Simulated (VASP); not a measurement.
Os:

```
CELL_PARAMETERS angstrom
0.00000 1.94500 1.94500
1.94500 0.00000 1.94500
1.94500 1.94500 0.00000
ATOMIC_POSITIONS crystal
Os 0.00000 0.00000 0.00000
```

This isn't the form of Os at room conditions, which is hcp.

```yaml
Program: VASP 6.6.1
Task: single point
Functional: PBE
Potentials_or_basis: VASP PAW PBE potentials, release 64 (Os)
Cutoff: 520 eV
k_mesh: 12 × 12 × 12
Occupations: fermi-dirac, width 0.05 eV
Spin: no spin polarisation
```

On this cell: pressure -10.3 GPa; band gap on the k mesh none (metal or under the smearing width).

The same run follows on a disturbed copy (cell strained at random at fixed volume):

```xyz
1
Lattice="0.0320 1.9474 1.9443 1.9307 0.0187 1.9577 1.9537 1.9838 -0.0043" Properties=species:S:1:pos:R:3 pbc="T T T"
Os   -0.0034   -0.0225   -0.0204
```

Task: What does the disturbed cell give?

Result: The energy (extrapolated to zero smearing) moves by +15.3 meV/atom; pressure -9.9 GPa; band gap on the k mesh none (metal or under the smearing width).

Stress tensor (GPa, compression positive):
```
 -6.58  -8.96  -1.45
 -8.96 -11.48   2.64
 -1.45   2.64 -11.51
```
